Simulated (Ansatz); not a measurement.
BaTiO3:

```xyz
10
Lattice="4.5339 -2.9380 -2.8445 -4.1792 -2.1732 2.5787 -4.6762 2.6714 -2.7780" Properties=species:S:1:pos:R:3 pbc="T T T"
Ba    0.0840   -2.6676   -2.9251
Ba    0.3596   -5.0980   -0.2695
Ti   -2.2602   -0.0254   -2.8155
Ti   -2.0304   -2.4394   -0.1341
O     0.1677   -2.5637   -0.1876
O    -0.0743   -0.1457   -2.8591
O    -2.1593   -1.1997   -1.5176
O    -6.5741   -0.9440   -1.6257
O    -2.3575    1.3116   -1.4278
O    -2.0878   -1.1006    1.2786
```

```yaml
Program: Ansatz 0.2.0
Task: relaxation of cell and atoms
Functional: PBE
Potentials_or_basis: Ansatz PAW
Cutoff: "420 eV (not typed: the program's choice for these potentials)"
k_mesh: 7 × 7 × 6
Occupations: fermi-dirac, width 0.05 eV
Spin: no spin polarisation
Hubbard_terms: Ti d U = 1 eV
```

At the start: volume 12.63 Å³/atom.

How do energy, volume and symmetry change on relaxing?

It ends after 21 steps and the volume is 13.37 Å³/atom (+5.8 %); space group R3m (No. 160, to 0.05 Å).

The path:
| step | energy change (eV) | largest force (eV/Å) | volume (Å³) |
| --- | --- | --- | --- |
| 1 | 0.0000 | 1.0480 | 126.34 |
| 2 | -1.4777 | 0.5891 | 130.48 |
| 3 | -2.5334 | 0.3668 | 130.84 |
| 4 | -3.0160 | 0.3519 | 129.96 |
| 5 | -3.0202 | 0.8443 | 132.95 |
| 6 | -3.0636 | 0.0263 | 133.29 |
| 7 | -3.0671 | 0.0045 | 132.60 |
| 8 | -3.0670 | 0.0011 | 132.63 |
| 9 | -3.2483 | 0.0050 | 132.63 |
| 10 | -3.2742 | 0.0189 | 133.51 |
| 11 | -3.2743 | 0.0043 | 133.85 |
| 12 | -3.2750 | 0.0025 | 133.77 |
| 13 | -3.2754 | 0.0077 | 133.67 |
| 14 | -3.2753 | 0.0002 | 133.71 |
| 15 | -3.2816 | 0.0004 | 133.71 |
| 16 | -3.2825 | 0.0013 | 133.68 |
| 17 | -3.2823 | 0.0063 | 133.74 |
| 18 | -3.2825 | 0.0003 | 133.68 |
| 19 | -3.2826 | 0.0004 | 133.68 |
| 20 | -3.2827 | 0.0005 | 133.68 |
| 21 | -3.2827 | 0.0005 | 133.68 |

Final structure:
```xyz
10
Lattice="4.0548 -2.8628 -2.8628 -4.0538 -2.8591 2.8572 -4.0746 2.8557 -2.8856" Properties=species:S:1:pos:R:3 pbc="T T T"
Ba    0.0283   -2.8627   -2.8316
Ba    0.0387   -5.7201    0.0397
Ti   -1.9483   -0.0009   -2.7598
Ti   -1.9379   -2.8583    0.1116
O    -0.0717   -2.8616   -0.0460
O    -0.0821   -0.0042   -2.9174
O    -2.0671   -1.4077   -1.5176
O    -6.1313   -1.4094   -1.5318
O    -2.0662    1.3978   -1.5162
O    -2.0558   -1.4596    1.3551
```

Caveat: the electronic state changed during the relaxation; the plane-wave basis is chosen anew once the cell has moved, so the energies of steps on either side of that aren't comparable; the pressure holds a Pulay correction of +0.5 GPa for the finite cutoff.
